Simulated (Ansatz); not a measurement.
# BN: a film clamped to a substrate

All numbers below come from Ansatz 0.2.0, DFT PBE+D3(BJ), scalar-relativistic, plane waves, PAW. The runs took a 420 eV cutoff, a Γ-centred 12×12×12 mesh and Gaussian smearing (0.05 eV). No spin polarisation. Energies are free energies at this smearing, counted from the undisturbed cell; pressure is positive in compression.

The starting cell (relaxed at this level; this form isn't the usual structure):

```
CELL_PARAMETERS angstrom
1.25306 0.72345 3.29488
-1.25306 0.72345 3.29488
0.00000 -1.44691 3.29488
ATOMIC_POSITIONS crystal
B 0.99970 0.99970 0.99970
N 0.33274 0.33274 0.33274
```

The cell (2 atoms, V0 = 17.92 Å³) is strained by p along both x and y and by q along z, fractional coordinates fixed. τp = (1/V0) ∂E/∂p = (σxx + σyy)(1 + p)(1 + q) and τq = (1/V0) ∂E/∂q = σzz(1 + p)², with tension positive.

```csv
p,q,ΔE (meV/atom),τp (GPa),τq (GPa)
0.000,0.000,0.00,0.00,0.02
-0.040,0.000,108.38,-102.71,0.31
0.040,0.000,87.60,74.36,-0.18
0.000,-0.040,1.53,0.26,-1.51
0.000,0.040,1.14,-0.26,0.91
```

Q: Get the second derivatives of the energy density.

A: Central differences give A = ∂τp/∂p = 2213 GPa (C11 + C22 + 2 C12), C = ∂τq/∂q = 30 GPa (C33) and the cross term B = ∂τq/∂p = -6.2 GPa (C13 + C23); ∂τp/∂q = -6.4 GPa must equal B, and any difference shows higher-order terms. Steps this large leave an error of some per cent of A or C in all of these, which can swamp a small B. The ions are clamped.

Q: A film of this crystal grows with z along the normal on a substrate that imposes p. How does its thickness respond, and what does the misfit cost?

A: Count p and q from the stress-free cell. A free surface needs τq = 0, so q = −(B/C) p = 0.20 p. The energy density left is (A − B²/C) p²/2 = M p², with the biaxial modulus M = 1106 GPa; a misfit of 1 % costs 6.19 meV/atom, against 6.19 meV/atom if the thickness were held.

At p = -0.080 the energies along q are 493.5 (q = -0.080), 488.8 (q = -0.040), 488.6 (q = 0.000), 490.9 (q = 0.040), 494.6 (q = 0.080) meV/atom.

Q: Does the linear rule hold at this misfit?

A: A parabola through the lowest point and its neighbours has its minimum at q = -0.016, 488.4 meV/atom. With the stress left in the starting cell, τp0 and τq0, linear elasticity gives q = −(τq0 + Bp)/C = -0.017 and E = V0(τp0 p + τq0 q + Ap²/2 + Bpq + Cq²/2)/N = 395.9 meV/atom. The energies differ by more than a tenth, so the quadratic law fails here: the gap holds the anharmonic part, with some error from the wide steps. Cubic terms also shift the vertex of so wide a parabola.

Forces appear on the atoms along this scan, and letting them relax would lower the energy and soften the response.

The cell describes flat sp² BN sheets, and its elasticity is that of a layered solid: 2213 GPa for equal in-plane strain against 30 GPa along the normal. In-plane strain changes the length of strong, partly ionic B–N σ bonds, whereas normal strain mainly changes the gap between sheets that no covalent bonds connect. The misfit energy is therefore almost entirely bond strain, and letting the thickness adjust recovers practically none of it. The apparent thinning under in-plane compression is too slight to establish a negative out-of-plane Poisson response.

Both directions are stiffer in compression than in tension, as expected when short-range repulsion rises faster than attraction. For the in-plane bonds this asymmetry probably accounts for most of the excess over the quadratic energy at the largest misfit, so the harmonic modulus is a small-strain quantity. Nor does the scan show that a flat film would survive such compression, since sheets this easy to bend could relieve it by rippling over wavelengths that a two-atom cell excludes.
